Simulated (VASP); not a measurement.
A run of VASP 6.6.1:

INCAR

```
PREC = Accurate
ENCUT = 520
EDIFF = 1E-6
ISMEAR = -1
SIGMA = 0.1
LREAL = F
LASPH = T
NELM = 100
ALGO = Normal
ISIF = 2
LWAVE = F
LCHARG = F
GGA = RE
NBANDS = 28
```

File KPOINTS:

```
regular mesh
0
Gamma
  9 9 12
```

File POSCAR:

```
Ru
1.0
    4.2842224358      0.0000000000      0.0000000000
   -2.1421112179      3.7102454649      0.0000000000
    0.0000000000      0.0000000000      2.6935429790
Ru
3
Direct
    0.0000000000      0.0000000000      0.0000000000
    0.3333333333      0.6666666667      0.5000000000
    0.6666666667      0.3333333333      0.5000000000
```

Potentials or basis: VASP PAW PBE potentials, release 64 (Ru_pv).

Launch:

```sh
$ cat potpaw_PBE.64/Ru_pv/POTCAR > POTCAR
$ mpirun -np 1 vasp_std > vasp.out
```

Hardware: 1 thread of Intel(R) Xeon(R) 6975P-C (Granite Rapids) (shared host).

Task: How long does it take, and how much memory?

Result: Wall time 32 s on 1 thread of Intel(R) Xeon(R) 6975P-C (Granite Rapids), on a shared host, peak memory 0.2 GiB. Counts: scf iterations 14, k points 84.
